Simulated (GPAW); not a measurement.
# InPd (Pm-3m) in GPAW: notebook

Aim: see how the results for InPd move with the level of theory and the settings. Levels: GLLB-SC, LDA. Tasks: single point, eps q, equation of state.

Everything below comes from runs of GPAW 26.7.0. Logs are shortened: lines on timing, memory, paths and dates and some standing lists are left out, and cuts for length are marked. The log counts tension as positive stress, the text compression.

**1. Starting point**

The structure is cubic, space group Pm-3m (No. 221). The conventional cell has a = 3.272 Å, b = 3.272 Å, c = 3.272 Å, α = 90.00°, β = 90.00°, γ = 90.00°. In (site symmetry m-3m) is surrounded by 8 Pd at 2.83 Å. Pd (site symmetry m-3m) has 8 In at 2.83 Å as nearest neighbours.

The cell comes from a database or a generator and needn't be the stable form of this composition.

**2. Single point, GLLB-SC**

Contents of run.py:

```python
from ase.dft.bandgap import bandgap
from ase.io import write
from ase.spacegroup import crystal
from gpaw import GPAW, PW

# In 1a
# Pd 1b
atoms = crystal(['In', 'Pd'],
                basis=[[0.0, 0.0, 0.0],
                       [0.5, 0.5, 0.5]],
                spacegroup=221, setting=1,  # Pm-3m
                cellpar=[3.27188478, 3.27188478, 3.27188478, 90.0, 90.0, 90.0],
                primitive_cell=True)

calc = GPAW(mode=PW(400),
            xc='GLLBSC',
            kpts={'size': (7, 7, 7), 'gamma': True},
            occupations={'name': 'fermi-dirac', 'width': 0.05},
            nbands=26,
            maxiter=120,
            txt='gpaw.txt')
atoms.calc = calc
energy = atoms.get_potential_energy()
calc.write('gs.gpw')
write('result.traj', atoms)
print('Fermi level:', round(calc.get_fermi_level(), 4), 'eV')
print(f'Gap: {bandgap(calc)[0]:.4f} eV, direct: {bandgap(calc, direct=True)[0]:.4f} eV')
```

Potentials or basis: the program's PAW data sets (release 1.2.1) made for this functional, pw.

The run is started by

```console
$ OMP_NUM_THREADS=1 python run.py
```

gpaw.txt:

```text
___ ___ ___ _ _ _
 |   |   |_  | | | |
 | | | | | . | | | |
 |__ |  _|___|_____|  26.7.0
 |___|_|

Input parameters:
  kpts: {gamma: True,
         size: (7, 7, 7)}
  maxiter: 120
  mode: {ecut: 400.0,
         name: pw}
  nbands: 26
  occupations: {name: fermi-dirac,
                width: 0.05}
  xc: GLLBSC

System changes: positions, numbers, cell, pbc, initial_charges, initial_magmoms

Initialize ...

species:
  In:
    name:    Indium
    Z:       49.0
    valence: 13
    core:    36
    charge:  0.0  # [|e|]
    compensation charges:
      type: gauss
      rc: 0.36  # [Å]
      lmax: 2
    cutoffs:
      filter: 2.09  # [Å]
      core: 2.48  # [Å]
    projectors
    | kind |    occ | energy [eV] | rcut [Å] |
    |------|--------|-------------|----------|
    |   5s |  2.000 |      -8.515 |    1.185 |
    |   5p |  1.000 |      -2.998 |    1.244 |
    |   4d | 10.000 |     -19.723 |    1.148 |
    |    s |        |      18.697 |    1.185 |
    |    p |        |      24.213 |    1.244 |
    |    d |        |       7.489 |    1.148 |

    Using partial waves for In as LCAO basis

  Pd:
    name:    Palladium
    Z:       46.0
    valence: 16
    core:    30
    charge:  0.0  # [|e|]
    compensation charges:
      type: gauss
      rc: 0.38  # [Å]
      lmax: 2
    cutoffs:
      filter: 2.38  # [Å]
      core: 2.28  # [Å]
    projectors
    | kind |    occ | energy [eV] | rcut [Å] |
    |------|--------|-------------|----------|
    |   5s |  0.000 |      -6.885 |    1.228 |
    |   4p |  6.000 |     -55.217 |    1.360 |
    |   5p |  0.000 |      -2.454 |    1.360 |
    |   4d | 10.000 |      -8.435 |    1.228 |
    |    s |        |      20.327 |    1.228 |
    |    d |        |      18.777 |    1.228 |

    Using partial waves for Pd as LCAO basis

Reference energy: -297062.314028  # eV

Spin-paired calculation

Convergence criteria:
 Maximum [total energy] change in last 3 cyles: 0.0005 eV / valence electron
 Maximum integral of absolute [dens]ity change: 0.0001 electrons / valence electron
 Maximum integral of absolute [eigenst]ate change: 4e-08 eV^2 / valence electron
 Maximum number of scf [iter]ations: 120
 (Square brackets indicate name in SCF output, whereas a 'c' in
 the SCF output indicates the quantity has converged.)

Symmetries present (total): 48

  ( 1  0  0)  ( 1  0  0)  ( 1  0  0)  ( 1  0  0)  ( 1  0  0)  ( 1  0  0)
  ( 0  1  0)  ( 0  1  0)  ( 0  0  1)  ( 0  0  1)  ( 0  0 -1)  ( 0  0 -1)
  ( 0  0  1)  ( 0  0 -1)  ( 0  1  0)  ( 0 -1  0)  ( 0  1  0)  ( 0 -1  0)

  ( 1  0  0)  ( 1  0  0)  ( 0  1  0)  ( 0  1  0)  ( 0  1  0)  ( 0  1  0)
  ( 0 -1  0)  ( 0 -1  0)  ( 1  0  0)  ( 1  0  0)  ( 0  0  1)  ( 0  0  1)
  ( 0  0  1)  ( 0  0 -1)  ( 0  0  1)  ( 0  0 -1)  ( 1  0  0)  (-1  0  0)

  ( 0  1  0)  ( 0  1  0)  ( 0  1  0)  ( 0  1  0)  ( 0  0  1)  ( 0  0  1)
  ( 0  0 -1)  ( 0  0 -1)  (-1  0  0)  (-1  0  0)  ( 1  0  0)  ( 1  0  0)
  ( 1  0  0)  (-1  0  0)  ( 0  0  1)  ( 0  0 -1)  ( 0  1  0)  ( 0 -1  0)

  ( 0  0  1)  ( 0  0  1)  ( 0  0  1)  ( 0  0  1)  ( 0  0  1)  ( 0  0  1)
  ( 0  1  0)  ( 0  1  0)  ( 0 -1  0)  ( 0 -1  0)  (-1  0  0)  (-1  0  0)
  ( 1  0  0)  (-1  0  0)  ( 1  0  0)  (-1  0  0)  ( 0  1  0)  ( 0 -1  0)

  ( 0  0 -1)  ( 0  0 -1)  ( 0  0 -1)  ( 0  0 -1)  ( 0  0 -1)  ( 0  0 -1)
  ( 1  0  0)  ( 1  0  0)  ( 0  1  0)  ( 0  1  0)  ( 0 -1  0)  ( 0 -1  0)
  ( 0  1  0)  ( 0 -1  0)  ( 1  0  0)  (-1  0  0)  ( 1  0  0)  (-1  0  0)

  ( 0  0 -1)  ( 0  0 -1)  ( 0 -1  0)  ( 0 -1  0)  ( 0 -1  0)  ( 0 -1  0)
  (-1  0  0)  (-1  0  0)  ( 1  0  0)  ( 1  0  0)  ( 0  0  1)  ( 0  0  1)
  ( 0  1  0)  ( 0 -1  0)  ( 0  0  1)  ( 0  0 -1)  ( 1  0  0)  (-1  0  0)

  ( 0 -1  0)  ( 0 -1  0)  ( 0 -1  0)  ( 0 -1  0)  (-1  0  0)  (-1  0  0)
  ( 0  0 -1)  ( 0  0 -1)  (-1  0  0)  (-1  0  0)  ( 0  1  0)  ( 0  1  0)
  ( 1  0  0)  (-1  0  0)  ( 0  0  1)  ( 0  0 -1)  ( 0  0  1)  ( 0  0 -1)

  (-1  0  0)  (-1  0  0)  (-1  0  0)  (-1  0  0)  (-1  0  0)  (-1  0  0)
  ( 0  0  1)  ( 0  0  1)  ( 0  0 -1)  ( 0  0 -1)  ( 0 -1  0)  ( 0 -1  0)
  ( 0  1  0)  ( 0 -1  0)  ( 0  1  0)  ( 0 -1  0)  ( 0  0  1)  ( 0  0 -1)

343 k-points: 7 x 7 x 7 Monkhorst-Pack grid
20 k-points in the irreducible part of the Brillouin zone
       k-points in crystal coordinates                weights
   0:     0.00000000    0.00000000    0.00000000          1/343
   1:     0.14285714    0.00000000    0.00000000          6/343
   2:     0.14285714    0.14285714    0.00000000         12/343
   3:     0.14285714    0.14285714    0.14285714          8/343
   4:     0.28571429    0.00000000    0.00000000          6/343
   5:     0.28571429    0.14285714    0.00000000         24/343
   6:     0.28571429    0.14285714    0.14285714         24/343
   7:     0.28571429    0.28571429    0.00000000         12/343
   8:     0.28571429    0.28571429    0.14285714         24/343
   9:     0.28571429    0.28571429    0.28571429          8/343
          ...
  19:     0.42857143    0.42857143    0.42857143          8/343

Wave functions: Plane wave expansion
  Cutoff energy: 400.000 eV
  Number of coefficients (min, max): 619, 651
  Pulay-stress correction: 0.000000 eV/Ang^3 (de/decut=0.000000)
  Using FFTW library
  ScaLapack parameters: grid=1x1, blocksize=None
  Wavefunction extrapolation:
    Improved wavefunction reuse through dual PAW basis

Occupation numbers: Fermi-Dirac:
  width: 0.0500  # eV

Eigensolver
   Davidson(niter=2)

Densities:
  Coarse grid: 16*16*16 grid
  Fine grid: 32*32*32 grid
  Total Charge: 0.000000

Density mixing:
  Method: separate
  Backend: msr1
  Linear mixing parameter: 0.05
  old densities: 10
  Width of damping distribution: 1.1
  Damping of long wavelength oscillations: 20

Hamiltonian:
  XC and Coulomb potentials evaluated on a 32*32*32 grid
  Using the GLLBSC Exchange-Correlation functional
  External potential:
    NoExternalPotential

XC parameters: GLLBSC functional being used consists of
  -----------------------------------------------------------------------
  | Weight | Module     | Description                                   |
  -----------------------------------------------------------------------
  |  1.000 | SCREENING  | GGA_X_PBE_SOL with 2 nearest neighbor stencil |
  |  1.000 | RESPONSE   | eps=0.0500 eV                                 |
  |  1.000 | XC         | GGA_C_PBE_SOL with 2 nearest neighbor stencil |
  -----------------------------------------------------------------------

Number of atoms: 2
Number of atomic orbitals: 21
Number of bands in calculation: 26
Number of valence electrons: 29
Bands to converge: occupied

... initialized

Initializing position-dependent things.

Density initialized from atomic densities
Creating initial wave functions:
  21 bands from LCAO basis set
  5 bands from random numbers

   .-------.
  /|       |
 * |       |
 | |  Pd   |
 | .-------.
 |/       /
 In------*

Atomic positions and initial magnetic moments

Positions:
   0 In     0.000000    0.000000    0.000000    ( 0.0000,  0.0000,  0.0000)
   1 Pd     1.635942    1.635942    1.635942    ( 0.0000,  0.0000,  0.0000)

Unit cell:
           periodic     x           y           z      points  spacing
  1. axis:    yes    3.271885    0.000000    0.000000    16     0.2045
  2. axis:    yes    0.000000    3.271885    0.000000    16     0.2045
  3. axis:    yes    0.000000    0.000000    3.271885    16     0.2045

  Lengths:   3.271885   3.271885   3.271885
  Angles:   90.000000  90.000000  90.000000

Effective grid spacing dv^(1/3) = 0.2045

iter:   1    -9.353664
iter:   2    -8.578059   -1.41  -1.31
iter:   3    -8.541204   -2.00  -1.43
iter:   4    -8.558240   -2.71  -1.59
iter:   5    -8.493907   -2.85  -1.72
iter:   6    -8.453756   -3.43  -2.21
iter:   7    -8.414268   -3.99  -2.67
iter:   8    -8.406089   -4.59  -3.00
iter:   9    -8.408438c  -5.38  -3.21
iter:  10    -8.405115c  -5.84  -3.38
iter:  11    -8.404910c  -6.39  -3.68
iter:  12    -8.402946c  -6.24  -3.65
iter:  13    -8.403629c  -7.08  -4.15c
iter:  14    -8.403099c  -7.68c -4.68c

Converged after 14 iterations.

Dipole moment: (-0.000000, -0.000000, -0.000000) |e|*Ang

Energy contributions relative to reference atoms: (reference = -297062.314028)

Kinetic:        +59.463882
Potential:      -58.260028
External:        +0.000000
XC:              -9.887497
Entropy (-ST):   -0.006729
Local:           +0.283909
SIC:             +0.000000
--------------------------
Free energy:     -8.406463
Extrapolated:    -8.403099

GLLBSC response reference energy: 9.18843 eV (from Fermi level)

Showing only first 2 kpts
 Kpt  Band  Eigenvalues  Occupancy
  0    12      6.23197    2.00000
  0    13      6.23197    2.00000
  0    14     13.47753    0.00000
  0    15     13.47753    0.00000

  1    12      6.02800    2.00000
  1    13      6.21612    2.00000
  1    14     11.57035    0.00000
  1    15     14.08758    0.00000

Fermi level: 9.18881

No gap
No difference between direct/indirect transitions
Writing to gs.gpw (mode='')
```

Run time: 6.6 s. Hardware: 1 thread of Arm Neoverse V2, shared host; peak memory 0.14 GiB.

These settings aren't checked as converged: the numbers below hold their error.

What came out:

```
Band gap on the k mesh, Kohn-Sham part alone : none (metal or under the smearing width)
```

Caveat: a model potential gives levels but no total energy.

**3. Eps q, GLLB-SC**

run.py: that of step 2 with these lines changed.

```diff
@@ -1 +1,2 @@
+import numpy as np
 from ase.dft.bandgap import bandgap
@@ -4,2 +5,3 @@
 from gpaw import GPAW, PW
+from gpaw.response.df import DielectricFunction
 
@@ -19,3 +21,4 @@
             nbands=26,
-            maxiter=120,
+            convergence={'density': 1e-06},
+            maxiter=150,
             txt='gpaw.txt')
@@ -27 +30,13 @@
 print(f'Gap: {bandgap(calc)[0]:.4f} eV, direct: {bandgap(calc, direct=True)[0]:.4f} eV')
+
+dense = calc.fixed_density(kpts={'size': (11, 11, 11), 'gamma': True},
+                           nbands=41, convergence={'bands': 35, 'eigenstates': 1e-7},
+                           update_fermi_level=True, txt='dense.txt')
+dense.write('dense.gpw', mode='all')
+
+df = DielectricFunction('dense.gpw', frequencies=np.array([0.0]), hilbert=False, eta=0.001,
+                        ecut=60, nbands=35, txt='df.txt')
+for q_c in [[0.0909090909, 0.0909090909, 0.0909090909], [0.1818181818, 0.1818181818, 0.1818181818], [0.2727272727, 0.2727272727, 0.2727272727], [0.4545454545, 0.4545454545, 0.4545454545], [0.7272727273, 0.7272727273, 0.7272727273], [0.9090909091, 0.9090909091, 0.9090909091], [0.0909090909, 0.0, 0.0], [0.1818181818, 0.0, 0.0], [0.2727272727, 0.0, 0.0], [0.4545454545, 0.0, 0.0], [0.7272727273, 0.0, 0.0], [0.9090909091, 0.0, 0.0]]:
+    e0, e = df.get_dielectric_function(xc='ALDA', q_c=q_c, filename=None)
+    q = np.linalg.norm(2 * np.pi * np.array(q_c) @ atoms.cell.reciprocal())
+    print(q_c, f'|q| = {q:.4f} 1/A: eps {e0[0].real:.4f} without, {e[0].real:.4f} with local fields')
```

Potentials or basis: the program's PAW data sets (release 1.2.1) made for this functional, pw.

The run is started by

```console
$ OMP_NUM_THREADS=1 python run.py
```

gpaw.txt:

```text
___ ___ ___ _ _ _
 |   |   |_  | | | |
 | | | | | . | | | |
 |__ |  _|___|_____|  26.7.0
 |___|_|

Input parameters:
  convergence: {density: 1e-06}
  kpts: {gamma: True,
         size: (7, 7, 7)}
  maxiter: 150
  mode: {ecut: 400.0,
         name: pw}
  nbands: 26
  occupations: {name: fermi-dirac,
                width: 0.05}
  xc: GLLBSC

System changes: positions, numbers, cell, pbc, initial_charges, initial_magmoms

Initialize ...

species:
  In:
    name:    Indium
    Z:       49.0
    valence: 13
    core:    36
    charge:  0.0  # [|e|]
    compensation charges:
      type: gauss
      rc: 0.36  # [Å]
      lmax: 2
    cutoffs:
      filter: 2.09  # [Å]
      core: 2.48  # [Å]
    projectors
    | kind |    occ | energy [eV] | rcut [Å] |
    |------|--------|-------------|----------|
    |   5s |  2.000 |      -8.515 |    1.185 |
    |   5p |  1.000 |      -2.998 |    1.244 |
    |   4d | 10.000 |     -19.723 |    1.148 |
    |    s |        |      18.697 |    1.185 |
    |    p |        |      24.213 |    1.244 |
    |    d |        |       7.489 |    1.148 |

    Using partial waves for In as LCAO basis

  Pd:
    name:    Palladium
    Z:       46.0
    valence: 16
    core:    30
    charge:  0.0  # [|e|]
    compensation charges:
      type: gauss
      rc: 0.38  # [Å]
      lmax: 2
    cutoffs:
      filter: 2.38  # [Å]
      core: 2.28  # [Å]
    projectors
[... 111 lines left out ...]
  |  1.000 | SCREENING  | GGA_X_PBE_SOL with 2 nearest neighbor stencil |
  |  1.000 | RESPONSE   | eps=0.0500 eV                                 |
  |  1.000 | XC         | GGA_C_PBE_SOL with 2 nearest neighbor stencil |
  -----------------------------------------------------------------------

Number of atoms: 2
Number of atomic orbitals: 21
Number of bands in calculation: 26
Number of valence electrons: 29
Bands to converge: occupied

... initialized

Initializing position-dependent things.

Density initialized from atomic densities
Creating initial wave functions:
  21 bands from LCAO basis set
  5 bands from random numbers

   .-------.
  /|       |
 * |       |
 | |  Pd   |
 | .-------.
 |/       /
 In------*

Atomic positions and initial magnetic moments

Positions:
   0 In     0.000000    0.000000    0.000000    ( 0.0000,  0.0000,  0.0000)
   1 Pd     1.635942    1.635942    1.635942    ( 0.0000,  0.0000,  0.0000)

Unit cell:
           periodic     x           y           z      points  spacing
  1. axis:    yes    3.271885    0.000000    0.000000    16     0.2045
  2. axis:    yes    0.000000    3.271885    0.000000    16     0.2045
  3. axis:    yes    0.000000    0.000000    3.271885    16     0.2045

  Lengths:   3.271885   3.271885   3.271885
  Angles:   90.000000  90.000000  90.000000

Effective grid spacing dv^(1/3) = 0.2045

iter:   1    -9.353664
iter:   2    -8.578059   -1.41  -1.31
iter:   3    -8.541204   -2.00  -1.43
iter:   4    -8.558240   -2.71  -1.59
iter:   5    -8.493907   -2.85  -1.72
iter:   6    -8.453756   -3.43  -2.21
iter:   7    -8.414268   -3.99  -2.67
iter:   8    -8.406089   -4.59  -3.00
iter:   9    -8.408438c  -5.38  -3.21
iter:  10    -8.405115c  -5.84  -3.38
iter:  11    -8.404910c  -6.39  -3.68
iter:  12    -8.402946c  -6.24  -3.65
iter:  13    -8.403629c  -7.08  -4.15
iter:  14    -8.403099c  -7.68c -4.68
iter:  15    -8.403145c  -8.51c -4.83
iter:  16    -8.403164c  -9.37c -5.60
iter:  17    -8.403182c  -9.81c -5.67
iter:  18    -8.403189c -10.47c -6.11c

Converged after 18 iterations.

Dipole moment: (-0.000000, -0.000000, -0.000000) |e|*Ang

Energy contributions relative to reference atoms: (reference = -297062.314028)

Kinetic:        +59.477825
Potential:      -58.273807
External:        +0.000000
XC:              -9.888215
Entropy (-ST):   -0.006728
Local:           +0.284371
SIC:             +0.000000
--------------------------
Free energy:     -8.406553
Extrapolated:    -8.403189

GLLBSC response reference energy: 9.18874 eV (from Fermi level)

Showing only first 2 kpts
 Kpt  Band  Eigenvalues  Occupancy
  0    12      6.23165    2.00000
  0    13      6.23165    2.00000
  0    14     13.47759    0.00000
  0    15     13.47759    0.00000

  1    12      6.02769    2.00000
  1    13      6.21580    2.00000
  1    14     11.57039    0.00000
  1    15     14.08764    0.00000

Fermi level: 9.18874

No gap
No difference between direct/indirect transitions
Writing to gs.gpw (mode='')
```

stdout:

```text
Fermi level: 9.1887 eV
Gap: 0.0000 eV, direct: 0.0000 eV
[0.0909090909, 0.0909090909, 0.0909090909] |q| = 0.3024 1/A: eps 33.9902 without, 36.2538 with local fields
[0.1818181818, 0.1818181818, 0.1818181818] |q| = 0.6048 1/A: eps 10.6077 without, 11.4708 with local fields
[0.2727272727, 0.2727272727, 0.2727272727] |q| = 0.9071 1/A: eps 5.4230 without, 5.8465 with local fields
[0.4545454545, 0.4545454545, 0.4545454545] |q| = 1.5119 1/A: eps 2.6973 without, 2.8733 with local fields
[0.7272727273, 0.7272727273, 0.7272727273] |q| = 2.4190 1/A: eps 1.5773 without, 1.6006 with local fields
[0.9090909091, 0.9090909091, 0.9090909091] |q| = 3.0238 1/A: eps 1.2590 without, 1.2603 with local fields
[0.0909090909, 0.0, 0.0] |q| = 0.1746 1/A: eps 90.7046 without, 95.7604 with local fields
[0.1818181818, 0.0, 0.0] |q| = 0.3492 1/A: eps 24.0044 without, 25.3570 with local fields
[0.2727272727, 0.0, 0.0] |q| = 0.5237 1/A: eps 12.3105 without, 13.1357 with local fields
[0.4545454545, 0.0, 0.0] |q| = 0.8729 1/A: eps 5.5483 without, 5.9698 with local fields
[0.7272727273, 0.0, 0.0] |q| = 1.3966 1/A: eps 2.9227 without, 3.1035 with local fields
[0.9090909091, 0.0, 0.0] |q| = 1.7458 1/A: eps 2.2594 without, 2.3778 with local fields
```

df.txt:

```text
FrequencyGridDescriptor(from 0.000 to 0.000 eV, 1 points)
FrequencyGridDescriptor(from 0.000 to 0.000 eV, 1 points)

Calculating chi0 body with:
    Ground state adapter containing:
    Number of spins: 1
    Number of kpoints: 1331
    Number of irreducible kpoints: 56
    Number of completely occupied states: 13
[... 259 lines left out ...]
      (3,3)   0.00000000  0.00000000  yes
      (4,-4)  0.00000000  0.00000000  yes
      (4,-3)  0.00000000  0.00000000  yes
      (4,-2)  0.00000000  0.00000000  yes
      (4,-1)  0.00000000  0.00000000  yes
      (4,0)   0.00007163  0.00000298  yes
      (4,1)   0.00000000  0.00000000  yes
      (4,2)   0.00000000  0.00000000  yes
      (4,3)   0.00000000  0.00000000  yes
      (4,4)   0.00005116  0.00000213  yes
      In total: 0.9999999997339867 of the surface norm square is covered on average
      In total: 0.9999999997339867 of the surface norm square could be covered on average

Finished calculating f(G)
```

Run time: 90 s. Hardware: 1 thread of Arm Neoverse V2, shared host; peak memory 0.59 GiB.

What came out:

| Quantity | Value |
| --- | --- |
| Band gap on the k mesh, Kohn-Sham part alone | none (metal or under the smearing width) |

Caveat: a model potential gives levels but no total energy; response on these states lacks terms of the Hamiltonian.

**4. Equation of state, LDA**

Contents of run.py:

```python
from ase import Atoms
from ase.eos import EquationOfState
from ase.io import Trajectory
from ase.units import GPa
from gpaw import GPAW, PW

atoms = Atoms(['In', 'Pd'],
              cell=[[3.27188478, 0.0, 0.0],
                    [0.0, 3.27188478, 0.0],
                    [0.0, 0.0, 3.27188478]],
              scaled_positions=[[0.0, 0.0, 0.0],
                                [0.5, 0.5, 0.5]],
              pbc=True)

traj = Trajectory('eos.traj', 'w')
volumes, energies = [], []
for x in [0.94, 0.96, 0.98, 1.0, 1.02, 1.04, 1.06]:
    a = atoms.copy()
    a.set_cell(atoms.cell * x**(1 / 3), scale_atoms=True)
    calc = GPAW(mode=PW(600),
                xc='LDA',
                kpts={'size': (8, 8, 8), 'gamma': True},
                occupations={'name': 'fermi-dirac', 'width': 0.05},
                nbands=26,
                convergence={'density': 1e-05, 'energy': 1e-05},
                maxiter=150,
                txt=f'eos-{x:.2f}.txt')
    a.calc = calc
    energies.append(a.get_potential_energy(force_consistent=True))
    volumes.append(a.get_volume())
    p = -a.get_stress()[:3].mean() / GPa
    calc.write(f'eos-{x:.2f}.gpw')
    traj.write(a)
    print(f'{x:.2f} {volumes[-1]:10.4f} A^3 {energies[-1]:14.6f} eV {p:9.3f} GPa', flush=True)

v0, e0, B = EquationOfState(volumes, energies, eos='birchmurnaghan').fit()
print(f'V0 = {v0:.4f} A^3, E0 = {e0:.6f} eV, B0 = {B / GPa:.2f} GPa')
```

The run is started by

```console
$ OMP_NUM_THREADS=1 python run.py
```

Wall time 98 s (1 thread of Arm Neoverse V2, shared host); peak memory 0.28 GiB.

It converged, with:

| Item | Value |
| --- | --- |
| Equilibrium volume | 16.59 Å³/atom |
| Bulk modulus | 156 GPa |
| Pressure derivative of the bulk modulus | 5.9 (rough: it moves with the points fitted) |

Energy against volume, from the lowest point:
| volume (Å³/atom) | energy (meV/atom) |
| --- | --- |
| 16.462 | 0.00 |
| 16.813 | 0.92 |
| 17.163 | 8.30 |
| 17.513 | 21.34 |
| 17.863 | 39.33 |
| 18.214 | 61.51 |
| 18.564 | 87.14 |
